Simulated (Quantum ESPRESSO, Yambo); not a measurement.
Planning a run of Yambo 5.3.0 on GaAs (F-43m). The input:

```
HF_and_locXC
gw0
dyson
ppa
em1d
rim_cut
RandQpts= 1000000
RandGvec= 1 RL
EXXRLvcs= 76 Ry
VXCRLvcs= 304 Ry
Chimod= "HARTREE"
% BndsRnXp
 1 | 87 |
%
NGsBlkXp= 8 Ry
% LongDrXp
 1 | 1 | 1 |
%
% GbndRnge
 1 | 87 |
%
DysSolver= "n"
ExtendOut
PPAPntXp= 27.21138 eV
% QPkrange
 1 | 1 | 13 | 16 |
%
```

```sh
OMP_NUM_THREADS=1 mpirun -n 4 yambo -F gw3.in -J gw3 -C gw3 > gw3.log
```

The stored states that it reads are on a 4×4×4 mesh. Symmetry: F-43m, No. 216, cubic system. The conventional cell has a = 5.654 Å, b = 5.654 Å, c = 5.654 Å, α = 90.00°, β = 90.00°, γ = 90.00°. Nearest to Ga lie 4 As at 2.45 Å. Nearest to As lie 4 Ga at 2.45 Å. Farther neighbours are not listed.

**Question.** How long will it take on 4 MPI ranks of Arm Neoverse V1, shared host, and how much memory?

It took 40 s; on shared hardware allow 20 s to 80 s. Peak host memory was 1.4 GiB.

The screening grows as filled bands × empty bands × pairs of k points, times the square of the screening basis for the matrix.

[Paths, hosts, dates, memory and timing lines, banners, echoed tables and standing remarks are left out of the program output.]

[Logs are printed without paths, hosts, clocks, repeated set-up lines and the standing remarks that a program may print on its own settings, such as how far it seeks lower states.]

[Runs of the session that timed out or met a known fault of the program may be left out.]

[Hosts, paths, dates, database ids (printed as entryN), source tags and the programs' standing remarks are cut or masked in the printed files.]
